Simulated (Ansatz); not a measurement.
## Sr: what a set of calculations says

Plane-wave DFT in Ansatz with scalar-relativistic PAW potentials. The crystal relaxes under PBE to Fm-3m with a = 6.026 Å, 54.70 Å³/atom. No spin polarisation.

```
CELL_PARAMETERS angstrom
0.00000 3.01282 3.01282
3.01282 0.00000 3.01282
3.01282 3.01282 0.00000
ATOMIC_POSITIONS crystal
Sr 0.00000 0.00000 0.00000
```

Each line comes from a run of its own, at the level named and at that level's relaxed cell.

- Compression. PBEsol: B0 = 13 GPa, B' = 3.9.
- Surfaces. PBEsol: (211) Sr 0.44 J/m², work function 2.50 eV.
- Under pressure. PBEsol: at 90 GPa the volume is 28.3 % of its rest value, relaxed within the start's symmetry (group found there: Fm-3m).

All values are for 0 K without zero-point motion.